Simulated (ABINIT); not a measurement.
Input of an ABINIT 10.8.3 (patched build) run:

Contents of run.abi:

```
# Pseudopotentials
pp_dirpath "./"
pseudos "Bi.GGA_PBE-JTH.xml"

# Structure
acell 6.1196441934 6.088023546 12.1781340801
rprim
     1.0000000000     0.0000000000     0.0000000000
     0.0000000000     1.0000000000     0.0000000000
    -0.0124844813     0.0000000000     0.9999220658
ntypat 1
znucl 83
natom 2
typat 1 1
xred
     0.5442472500     0.0000000000     0.7495778900
     0.4557527500     0.0000000000     0.2504221100
chkprim 0
chksymtnons 0
tolsym 1.0e-6

# Plane-wave basis
ecut 22.0
pawecutdg 44.0
pawxcdev 0

# k points
kptopt 1
ngkpt 7 7 3
nshiftk 1
shiftk 0.0 0.0 0.0

# Exchange and correlation
ixc -116133

# Bands and occupations
nband 19
occopt 3
tsmear 0.05 eV

# SCF cycle
nstep 100
tolvrs 1.0e-9

# Output
iomode 3
prtwf 0
prtden 0
prteig 0
prtebands 0
enunit 1

# Relaxation
ionmov 22
ntime 60
tolmxf 0.0002
optcell 2
dilatmx 1.08
ecutsm 0.5
```

Potentials or basis: JTH PAW PBE v2.0.

Command:

```bash
$ abinit run.abi > log 2>&1
```

What does it give for the relaxed cell?

a = 3.248 Å, b = 3.249 Å, c = 6.331 Å, α = 90.00°, β = 89.92°, γ = 90.00°.

Estimate the band gap on the k mesh.

none (metal or under the smearing width).

Step by step:
```
step  energy change (eV)  largest force (eV/Å)  pressure (GPa)  volume (Å³)
   1              0.0000                0.0560           -0.43        67.23
   2             -0.0061                0.0534           -0.38        67.14
   3             -0.0187                0.0591            0.13        66.52
   4             -0.0185                0.0866            0.06        66.62
   5             -0.0192                0.0404            0.06        66.59
   6             -0.0193                0.0365            0.06        66.60
   7             -0.0198                0.0400            0.02        66.66
   8             -0.0201                0.0469           -0.01        66.71
   9             -0.0211                0.0575           -0.09        66.85
  10             -0.0222                0.0592           -0.06        66.87
  11             -0.0208                0.0251           -0.30        67.16
  12             -0.0232                0.0247            0.00        66.80
  13             -0.0234                0.0117            0.04        66.77
  14             -0.0238                0.0029            0.07        66.73
  15             -0.0239                0.0015           -0.01        66.82
```

Caveat: the PAW data sets were made with another functional, which shifts forces and pressure a little; spin-orbit coupling is left out, which moves the levels of the heavy elements.
